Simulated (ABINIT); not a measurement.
# Cr (Im-3m) in ABINIT: settings compared, part 2 of 2

ABINIT 10.8.3 (patched build).

**3. Band structure, LDA, collinear spin, ferromagnetic start**

run.abi

```
ndtset 2

pp_dirpath "./"
pseudos "Cr.hgh"

acell 3*1.0
rprim
    -2.8052033365     2.8052033365     2.8052033365
     2.8052033365    -2.8052033365     2.8052033365
     2.8052033365     2.8052033365    -2.8052033365
ntypat 1
znucl 24
natom 1
typat 1
xred
     0.0000000000     0.0000000000     0.0000000000

ecut 29.0

ixc 7

occopt 3
tsmear 0.05 eV

nsppol 2
spinat
     0.0000000000     0.0000000000     3.0000000000

nstep 100

iomode 3
prtwf 0
prteig 0
prtebands 0
prtden1 1

kptopt1 1
ngkpt1 12 12 12
nshiftk1 1
shiftk1 0.0 0.0 0.0
nband1 8
tolvrs1 1.0e-10

iscf2 -2
getden2 1
nband2 14
nbdbuf2 4
tolwfr2 1.0e-11
kptopt2 -5
ndivsm2 5
prteig2 1
prtvol2 -3
kptbounds2
     0.0000000000     0.0000000000     0.0000000000
     0.5000000000    -0.5000000000     0.5000000000
     0.0000000000     0.0000000000     0.5000000000
     0.0000000000     0.0000000000     0.0000000000
     0.2500000000     0.2500000000     0.2500000000
     0.5000000000    -0.5000000000     0.5000000000
```

Potentials or basis: HGH LDA.

Launch:

```
$ abinit run.abi > log 2>&1
```

Run time: 24 s. Hardware: 1 thread of Arm Neoverse V1, shared host; peak memory 0.1 GiB.

The run converged. Its results:

- Free energy: -266.7759 eV
- Band gap on the k mesh: none (metal or under the smearing width)
- Net moment: 4.13 μB per cell
- Site moments: Cr +3.49 μB
- Valence electrons inside the program's atomic spheres: Cr 4.08 (radii [1.0584] Å)

Levels at the corners of the path, in eV from the Fermi level:
Spin up:
```
point  band 1  band 2  band 3  band 4  band 5  band 6  band 7  band 8  band 9  band 10
    Γ   -9.33   -2.79   -2.79   -2.79   -1.13   -1.13   20.65   20.65   20.65    26.38
    H   -5.61   -5.61    0.11    0.11    0.11    7.65    7.65    7.65   15.75    15.75
    N   -5.80   -3.97   -1.02   -0.91   -0.68    0.66    7.08   14.80   16.60    23.11
    Γ   -9.33   -2.79   -2.79   -2.79   -1.13   -1.13   20.65   20.65   20.65    26.38
    P   -3.97   -3.97   -3.97   -0.70   -0.70    7.85    7.85    7.85    8.73    33.38
    H   -5.61   -5.61    0.11    0.11    0.11    7.65    7.65    7.65   15.75    15.75
```
Spin down:
```tsv
point	band 1	band 2	band 3	band 4	band 5
Γ	-7.26	4.81	4.81	4.81	7.02
H	-0.39	-0.39	9.12	9.12	9.12
N	-1.34	1.01	2.69	7.16	7.86
Γ	-7.26	4.81	4.81	4.81	7.02
P	1.02	1.02	1.02	7.91	7.91
H	-0.39	-0.39	9.12	9.12	9.12
```

Caveat: the cutoff is too short for stress, so the log's stress isn't used; HGH potentials are hard and often keep d shells in the core, so these values are rough.

**4. Band structure, LDA-PZ, collinear spin, ferromagnetic start**

run.abi, as its differences from that of step 3:

```diff
@@ -1,6 +1,9 @@
+# Datasets: ground state, then fixed potential
 ndtset 2
 
+# Pseudopotentials
 pp_dirpath "./"
-pseudos "Cr.hgh"
+pseudos "Cr.LDA_PW-JTH.xml"
 
+# Structure
 acell 3*1.0
@@ -14,9 +17,13 @@
 typat 1
-xred
+xcart
      0.0000000000     0.0000000000     0.0000000000
 
-ecut 29.0
+# Plane-wave basis
+ecut 23.0
+pawecutdg 45.0
 
-ixc 7
+# Exchange and correlation
+ixc -1009
 
+# Bands and occupations
 occopt 3
@@ -24,2 +31,3 @@
 
+# Spin
 nsppol 2
@@ -28,4 +36,6 @@
 
+# SCF cycle
 nstep 100
 
+# Output
 iomode 3
@@ -36,2 +46,3 @@
 
+# Dataset 1
 kptopt1 1
@@ -40,8 +51,9 @@
 shiftk1 0.0 0.0 0.0
-nband1 8
-tolvrs1 1.0e-10
+nband1 12
+tolvrs1 1.0e-9
 
+# Dataset 2: bands along G-H-N-G-P-H
 iscf2 -2
 getden2 1
-nband2 14
+nband2 18
 nbdbuf2 4
@@ -49,3 +61,3 @@
 kptopt2 -5
-ndivsm2 5
+ndivsm2 6
 prteig2 1
```

Potentials or basis: JTH PAW LDA v2.0.

Launch:

```
$ abinit run.abi > log 2>&1
```

run.abo:

```text
.Version 10.8.3 of ABINIT
 DATASET    1 : space group Im -3 m (#229); Bravais cI (body-center cubic)
================================================================================
 Values of the parameters that define the memory need for DATASET  1.
     intxc =       0    ionmov =       0      iscf =      17    lmnmax =      18
     lnmax =       6     mgfft =      24  mpssoang =       3    mqgrid =    3001
     natom =       1  nloc_mem =       2    nspden =       2   nspinor =       1
    nsppol =       2      nsym =      48    n1xccc =       1    ntypat =       1
    occopt =       3   xclevel =       1
       mpw =         475          nfft =       13824          nkpt =          72
 PAW method is used; the additional fine FFT grid is defined by:
   mgfftf=        30    nfftf =     27000
================================================================================
================================================================================

 DATASET    2 : space group Im -3 m (#229); Bravais cI (body-center cubic)
[... 1137 lines left out ...]
 kpt#  34, nband= 18, wtk=  1.00000, kpt=  0.4643 -0.3929  0.4643 (reduced coord)
  -2.28137   -1.25014   -1.25014   -1.24848    0.19940    0.19940    0.38268    0.40102
   0.40102    0.67158    0.67158    0.68296    0.92871    0.92871    1.04647    1.55392
   1.77293    1.87914
 kpt#  35, nband= 18, wtk=  1.00000, kpt=  0.5000 -0.5000  0.5000 (reduced coord)
  -2.28112   -1.25000   -1.25000   -1.25000    0.19385    0.19385    0.40493    0.40493
   0.40493    0.68099    0.68099    0.68099    0.90602    0.90602    1.01257    1.57657
   1.93931    1.93943

== END DATASET(S) ==============================================================
================================================================================

 -outvars: echo values of variables after computation  --------
            acell      1.0000000000E+00  1.0000000000E+00  1.0000000000E+00 Bohr
           etotal1    -8.7509089529E+01
            fcart1    -0.0000000000E+00 -0.0000000000E+00 -0.0000000000E+00
            rprim     -2.8052033365E+00  2.8052033365E+00  2.8052033365E+00
                       2.8052033365E+00 -2.8052033365E+00  2.8052033365E+00
                       2.8052033365E+00  2.8052033365E+00 -2.8052033365E+00
           strten1     1.2245081542E-03  1.2245081542E-03  1.2245081542E-03
                       0.0000000000E+00  0.0000000000E+00  0.0000000000E+00
 Calculation completed.
```

It took 44 s on 1 thread of Arm Neoverse V1, shared host; peak memory 0.1 GiB.

Results:

| Quantity | Value |
| --- | --- |
| Free energy | -2381.2436 eV |
| Pressure | -36.0 GPa |
| Band gap on the k mesh | none (metal or under the smearing width) |
| Net moment | 0.00 μB per cell |
| Valence electrons inside the program's atomic spheres | Cr 12.08 (radii [1.1156] Å) |

Levels at the corners of the path, in eV from the Fermi level:
Spin up:
```csv
point,band 4,band 5,band 6,band 7,band 8,band 9,band 10,band 11
Γ,-42.48,-7.46,-0.74,-0.74,-0.74,0.95,0.95,21.57
H,-42.92,-3.63,-3.63,2.11,2.11,2.11,9.63,9.63
N,-42.48,-3.86,-2.04,0.94,1.01,1.22,2.44,8.39
Γ,-42.48,-7.46,-0.74,-0.74,-0.74,0.95,0.95,21.57
P,-42.79,-1.98,-1.98,-1.98,1.26,1.26,9.26,9.26
H,-42.92,-3.63,-3.63,2.11,2.11,2.11,9.63,9.63
```
Spin down:
```
point  band 5  band 6  band 7  band 8  band 9  band 10
    Γ   -7.46   -0.74   -0.74   -0.74    0.95     0.95
    H   -3.63   -3.63    2.11    2.11    2.11     9.63
    N   -3.86   -2.04    0.94    1.01    1.22     2.44
    Γ   -7.46   -0.74   -0.74   -0.74    0.95     0.95
    P   -1.98   -1.98   -1.98    1.26    1.26     9.26
    H   -3.63   -3.63    2.11    2.11    2.11     9.63
```

Caveat: the starting moments collapsed, and a magnetic state may lie lower; a pressure of tens of GPa on the cell as given is suspect, and the run, the potentials or the cell itself is likely at fault.
